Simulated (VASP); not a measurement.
Rb: single point with PBE

The system is Rb.

```
Rb
1.0
     0.00000    3.63988    3.63988
     3.63988    0.00000    3.63988
     3.63988    5.00484    1.36496
Rb
1
Cartesian
  0.0000 0.0000 0.0000
```

This isn't the form of Rb at room conditions, which is bcc.

| Quantity | Value |
| --- | --- |
| Program | VASP 6.6.1 |
| Task | single point |
| Functional | PBE |
| Potentials or basis | VASP PAW PBE potentials, release 64 (Rb_sv) |
| Cutoff | 520 eV |
| k mesh | 4 × 4 × 4 |
| Occupations | fermi-dirac, width 0.1 eV |
| Spin | no spin polarisation |

| Property | Result |
| --- | --- |
| Pressure | -0.1 GPa |
| Band gap on the k mesh | none (metal or under the smearing width) |

Stress tensor (GPa, compression positive):
```
 0.12 -0.01 -0.11
-0.01 -0.15 -0.05
-0.11 -0.05 -0.14
```

Levels at points of the mesh, in eV from the Fermi level:
```csv
k point,band 2,band 3,band 4,band 5,band 6,band 7
"(0.00, 0.00, 0.00)",-13.03,-13.02,-13.00,-1.90,2.89,3.39
"(0.50, 0.00, 0.00)",-13.15,-13.06,-13.03,0.73,1.47,2.10
"(0.00, 0.50, 0.00)",-13.09,-13.04,-13.00,0.15,0.62,2.21
"(0.50, 0.50, 0.00)",-13.14,-13.07,-13.03,1.06,1.55,2.41
"(0.00, 0.00, 0.50)",-13.15,-13.02,-13.01,0.17,0.63,3.39
"(0.50, 0.00, 0.50)",-13.09,-13.04,-13.00,0.10,0.57,2.34
"(0.00, 0.50, 0.50)",-13.15,-13.05,-13.03,0.66,1.34,2.31
"(0.50, 0.50, 0.50)",-13.09,-13.03,-13.00,-0.08,0.41,2.74
```

Wall time 55 s on 1 thread of Intel(R) Xeon(R) Platinum 8488C (Sapphire Rapids) (shared host), peak memory 0.25 GiB.

Caveat: the k mesh is coarse (spacing up to 0.44 Å⁻¹), so the values aren't converged.
